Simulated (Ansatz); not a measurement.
Structure from Materials Project entry mp-20483 (possibly hypothetical), not relaxed further.

Pb: DFT, LDA, PAW with Ansatz's default frozen-core files, scalar-relativistic (Ansatz 0.2.0).

```yaml
crystal:
  lattice:
    - [0.0, 2.4947547435, 2.4947547435]
    - [2.4947547435, 0.0, 2.4947547435]
    - [2.4947547435, 2.4947547435, 0.0]
  atoms:
    - { symbol: Pb, position: [0.0, 0.0, 0.0] }
kpoints:
  mp_grid: { grid: [13, 13, 13] }
  band_path:
    path:
      - [0.0, 0.0, 0.0]
      - [0.5, 0.0, 0.5]
      - [0.625, 0.25, 0.625]
      - [0.375, 0.375, 0.75]
      - [0.0, 0.0, 0.0]
      - [0.5, 0.5, 0.5]
      - [0.5, 0.25, 0.75]
      - [0.5, 0.0, 0.5]
    npoints: 8
scf:
  occupations: { method: fermi_dirac, width: 0.05 }
hamiltonian:
  xc: lda
  pseudopotentials: { kind: paw }
output:
  forces: true
  stress: true
  eigenvalues: true
  efg: { contact_densities: true }
  populations: true
  bader: true
  dos: { projected: true, de: 0.2, e_range: [-14, 8] }
```

Output:

```
Pb: output.efg is read without spin–orbit coupling, which moves field gradients at and beside such atoms by some per cent and up to a factor of two; PAW files take it under magnetization.noncollinear and magnetization.spin_orbit
Engine: ansatz 0.2.0
Pseudopotentials: kind: paw
Pseudopotential: Pb, paw, valence charge 14, recommended cutoff 420 eV (normal)
Functional definition: SPW92
  exchange = slater_x
  correlation = pw_c
Crystal: 1 atoms, lattice volume = 31.054 Å³
Basis set: ecut = 420 eV, 609 PW (Γ)
Bands: 11, of which v1, the nominal top of the filled ones, is band 7 counted from 1 (6 counted from 0)
Symmetry: 48 space group operations
Space group: Fm-3m (ITA 225), of the structure as read, at distance tolerance 3.1e-5 Å
k-points: 84 of 2197
Non-local potential: Pb, projectors of the file, l = 0: 2, l = 1: 2, l = 2: 2, l = 3: 2
PAW form: soft (Blöchl's): semilocal exchange-correlation on the pseudo side does not see the compensation charge
PAW frozen core: Pb, regenerated for the run's functional, and the local potential with it (the file was generated under x = pbe(κ = 0.804, μ = 0.2195149727645171), c = pbe(β = 0.06672455060314922))
PAW one-centre angular grid: Pb, 590 points (default); XC on 64 Gauss nodes
Initial density: superposition of atomic densities (neutral atoms: chi_scale 0, normalization atom), corrected by the library's trained network
Initial wavefunctions: pseudopotential atomic-orbital guess
Functional: x = slater, c = lda
SCF iter   1: F=—  HF=-11602.337335 eV  |F-HF|=—  |Δ(HF+E_count)|=         —  Δρ=4.79e-3  dr2=3.87e-3  ethr=1.77e-3  ⟨swp⟩=5.9  Hψ=6154  notcnv=0
preconditioner: auto → none  [metal: Δε(μ)=0.043 eV  Ē_g=19.738 eV  σ=0.050 eV  W_gap=0.21  n_scr=8 (ndim 8)  ℏωp=24.9 eV  f_vac=0.000  D(μ)=0.69/eV (n_scr^D=0)  sad-step TF]
SCF iter   2: F=—  HF=-11602.336029 eV  |F-HF|=—  |Δ(HF+E_count)|=   1.31e-3  Δρ=2.57e-3  dr2=1.15e-3  ethr=2.77e-5  ⟨swp⟩=1.3  Hψ=1621  notcnv=0  defer=6
SCF iter   3: F=—  HF=-11602.335666 eV  |F-HF|=—  |Δ(HF+E_count)|=   3.63e-4  Δρ=4.25e-4  dr2=5.51e-5  ethr=8.22e-6  ⟨swp⟩=2.1  Hψ=1377  notcnv=0  defer=6
SCF iter   4: F=—  HF=-11602.335656 eV  |F-HF|=—  |Δ(HF+E_count)|=   1.05e-5  Δρ=2.11e-4  dr2=1.53e-5  ethr=3.94e-7  ⟨swp⟩=2.0  Hψ=1491  notcnv=0  defer=6
SCF iter   5: F=—  HF=-11602.335649 eV  |F-HF|=—  |Δ(HF+E_count)|=   6.50e-6  Δρ=8.90e-5  dr2=2.75e-6  ethr=1.09e-7  ⟨swp⟩=2.1  Hψ=1503  notcnv=0  defer=6
SCF iter   6: F=-11602.335648 eV  HF=-11602.335648 eV  |F-HF|=7.10e-8  |Δ(HF+E_count)|=   1.44e-6  Δρ=1.38e-5  dr2=6.62e-8  ethr=7.14e-10  ⟨swp⟩=5.2  Hψ=5140  notcnv=0
SCF 1 converged in 6 iterations: F = -11602.335648 eV  dr2 = 6.62e-8
  greatest PAW one-centre occupation: 0.979 electrons in one spin orbital (limit 2), on the Pb atom at site 0 (counted from 0), in its partial waves of l = 2
NSCF: frozen V_eff on 57 k-points
SCF converged after 6 iterations
Free energy (F): -11602.335648 eV
Harris-Foulkes:  -11602.335648 eV  (|F-HF|=7.10e-8)
Internal energy: -11602.330211 eV  (E = F + TS)
E sigma→0 (E₀):  -11602.332929 eV
Entropy (-TS):   -0.005437 eV (-5.437 meV/atom)
Fermi energy:    10.295602 eV
--- Per-component energies (eV) ---
  E_band       = -45.570590
  E_kinetic    = 289.246313
  E_local      = -1035.180848  (includes V_loc(G=0)·N_el)
  E_nonlocal   = 353.595758
  E_hartree    = 408.301030
  E_xc         = -219.163764
  E_vxc        = -133.548266  (∫ρ·V_xc dr)
  E_paw        = -10102.330763  (= ΣΔE_a)
  E_vpaw       = -336.296075  (= ΣTr[D̂ρ^β])
  E_aug_tail   = 0.000042  (compensation charges beyond the density's cutoff)
  E_ewald      = -1296.720265
  E_core_change = -0.077714  (= ΣΔE_core)
  E_smearing   = -0.005437  (= −TS)
  E_closure    = 0.000000  (closes the sum)
  Σ components = -11602.335648   (vs F -11602.335648, Δ=0.00e0)
--- Forces (eV/Å), atoms counted from 1 ---
  atom   1  Pb    -0.00000000     0.00000000     0.00000000
  max |Σ_I F_I| component: 1.91e-30 eV/Å
--- Stress (GPa, compression-positive) ---
       -2.926736       0.000000       0.000000
       -0.000000      -2.926736       0.000000
       -0.000000      -0.000000      -2.926736
  P = ⅓ Tr σ = -2.9267 GPa (-29.267 kbar)
--- PAW observables at the nuclei: V_zz in 10²¹ V/m², potentials from the cell's mean, atoms counted from 1 ---
  atom   1  Pb V_zz =    -0.000000   η = 0.0000   by run symmetry: forbidden
            electrostatic potential = -17481.424148 V   contact ρ = 16469099.782203 e/Å³
--- Band table (eV; the first three rows and the last of 84) ---
  k-point 0: bands = ["-6.7067", "-6.7067", "-6.7067", "-6.5742", "-6.5742", "-1.3847", "17.3924", "17.3924", "17.3924", "20.0760", "21.3434"]
  k-point 1: bands = ["-6.7068", "-6.6987", "-6.6987", "-6.5747", "-6.5747", "-1.2740", "16.1028", "17.2564", "17.2564", "19.7969", "21.9493"]
  k-point 2: bands = ["-6.7079", "-6.6813", "-6.6813", "-6.5708", "-6.5708", "-0.9420", "13.8139", "16.9165", "16.9165", "19.4613", "22.8618"]
  k-point 83: bands = ["-6.6958", "-6.6742", "-6.6192", "-6.5270", "-6.4197", "3.4206", "8.5932", "9.2378", "10.8171", "20.6030", "21.7626"]
--- Löwdin populations: 1 site ---
  site symbol       q [e]
     0     Pb     13.9641
  spilling = 0.002562 (of n_electrons = 14.000000)
--- Bader charges: 1 site ---
  site symbol  charge [e]  shift [e]
     0     Pb      0.0000     0.0000
  estimated error of the sums over rays = 4.5e-7 e
```

populations.tsv:

```
# site	symbol	l	j	q
# orbitals = lowdin
# n_electrons = 14.000000
# spilling = 0.002562
0	Pb	0_6S	-	1.840563
0	Pb	1_6P	-	2.133662
0	Pb	2_5D	-	9.989907
```

bader_charges.tsv:

```
# site	symbol	x_ang	y_ang	z_ang	partial_charge_e	electrons	volume_ang3	relative_density_drop	shared_charge_e	partial_wave_shift_e
# quadrature_error_electrons = 4.5e-7
0	Pb	0.0000	0.0000	0.0000	0.00000	82.00000	31.05	-	0.00000	0.00000
```
